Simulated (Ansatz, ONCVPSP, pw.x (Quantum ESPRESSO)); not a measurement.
**What a changed setting does to a pw.x run (sc Te)**

Potential: optimised norm-conserving Vanderbilt (ONCV), ONCVPSP 4.0.1.1 (patched build), PBE; core [Kr] 4d10, reference 5s1 5p5; waves: 5s: rc 1.75 bohr, ncon 3, nbas 6, qcut 3 1/bohr, 2 projectors, debl 0.8 Ha; 5p: rc 2.10 bohr, ncon 4, nbas 7, qcut 4.1 1/bohr, 1 projector; d scattering state at 0.36 Ha: rc 2.05 bohr, ncon 4, nbas 7, qcut 4.7 1/bohr, 1 projector; local part: polynomial inside 1.55 bohr (lpopt 5, dvloc0 6 Ha); core correction: Teter function, fcfact 4, rcfact 1.1.

The reference run (k-mesh 10³, cutoffs 95/380 Ry, Fermi–Dirac 0.01 Ry, mixing_beta 0.4, conv_thr 1e-9, no spin) gives -0.77 GPa at 32.928 Å³/atom, where all-electron LAPW gives -0.11 GPa. This run, with its own iteration cap, changes k-mesh points per axis to 20.

```
&control
  calculation='scf', prefix='x', pseudo_dir='./', outdir='./tmp', tstress=.true., disk_io='none'
/
&system
  ibrav=0, nat=1, ntyp=1, ecutwfc=95, ecutrho=380, nbnd=10,
  occupations='smearing', smearing='fd', degauss=0.01
/
&electrons
  conv_thr=1e-09, mixing_beta=0.4, electron_maxstep=70
/
ATOMIC_SPECIES
Te 1.0 Te.UPF
CELL_PARAMETERS angstrom
  3.20519988 0.00000000 0.00000000
  0.00000000 3.20519988 0.00000000
  0.00000000 0.00000000 3.20519988
ATOMIC_POSITIONS crystal
Te 0.0000 0.0000 0.0000
K_POINTS automatic
20 20 20 0 0 0
```

```bash
pw.x < Te.scf.in > Te.scf.out
```

**Question.** How does the run end?

**Answer.** It converges in 7 iterations; the free energy moves by +2.5 meV/atom and the pressure by -0.01 GPa.

```
Message from routine setup:
     using ibrav=0 with symmetry is DISCOURAGED, use correct ibrav instead
     lattice parameter (alat)  =       6.0569  a.u.
     unit-cell volume          =     222.2092 (a.u.)^3
     number of electrons       =         6.00
     number of Kohn-Sham states=           10
     kinetic-energy cutoff     =      95.0000  Ry
     charge density cutoff     =     380.0000  Ry
     scf convergence threshold =      1.0E-09
     Exchange-correlation= PBE
     number of k points=   286  Fermi-Dirac smearing, width (Ry)=  0.0100
     iteration #  1     ecut=    95.00 Ry     beta= 0.40
     total energy              =     -17.57826137 Ry
     estimated scf accuracy    <       0.00918100 Ry
     iteration #  2     ecut=    95.00 Ry     beta= 0.40
     total energy              =     -17.57759387 Ry
     estimated scf accuracy    <       0.00209085 Ry
     iteration #  3     ecut=    95.00 Ry     beta= 0.40
     total energy              =     -17.57786238 Ry
     estimated scf accuracy    <       0.00002226 Ry
     iteration #  4     ecut=    95.00 Ry     beta= 0.40
     c_bands:  1 eigenvalues not converged
     total energy              =     -17.57786549 Ry
     estimated scf accuracy    <       0.00000077 Ry
     iteration #  5     ecut=    95.00 Ry     beta= 0.40
     total energy              =     -17.57786564 Ry
     estimated scf accuracy    <       0.00000002 Ry
     iteration #  6     ecut=    95.00 Ry     beta= 0.40
     total energy              =     -17.57786564 Ry
     estimated scf accuracy    <          1.4E-09 Ry
     iteration #  7     ecut=    95.00 Ry     beta= 0.40
     the Fermi energy is     6.4532 ev
!    total energy              =     -17.57786564 Ry
     estimated scf accuracy    <          2.0E-10 Ry
     smearing contrib. (-TS)   =      -0.00259133 Ry
     The total energy is F=E-TS. E is the sum of the following terms:
     one-electron contribution =       3.41041532 Ry
     hartree contribution      =       0.89703984 Ry
     xc contribution           =      -5.01900925 Ry
     ewald contribution        =     -16.86372021 Ry
     convergence has been achieved in   7 iterations
          total   stress  (Ry/bohr**3)                   (kbar)     P=       -7.83
     Message from routine punch:
     Nothing written, as per user request (disk_io='none')
```

The run took about 2.7 min on one core of a shared host (Neoverse-N1, 64 threads, 124 GiB, load 58).
